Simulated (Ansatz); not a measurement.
**A computed series for NaBr: response to strain**

Take NaBr in the rock salt structure (space group Fm-3m, No. 225) as the base.

```yaml
crystal:
  lattice:
    - [0.00000, 2.97379, 2.97379]
    - [2.97379, 0.00000, 2.97379]
    - [2.97379, 2.97379, 0.00000]
  atoms:
    - { symbol: Br, position: [0.00000, 0.00000, 0.00000] }
    - { symbol: Na, position: [0.50000, 0.50000, 0.50000] }
```

Cartesian axes are those of the cell as printed.

Strains are applied to the cell and any free atomic positions relax.

Method: r2SCAN, PAW, 500 eV (Ansatz, a first-principles code; without spin-orbit coupling).

Candidates:
(a) tensor shear ε_xz = −3.73 %
(b) uniaxial strain ε_xx = +2.88 %
(c) isotropic strain +2.44 %

Notes on the quantities. energy relative to the base: free energy F.

Q: Order them by energy relative to the base, highest first.

A: (c) isotropic strain +2.44 % (+9.0 meV/atom), (a) tensor shear ε_xz = −3.73 % (+5.0 meV/atom), (b) uniaxial strain ε_xx = +2.88 % (+2.8 meV/atom)

Stability against distortions was not tested.
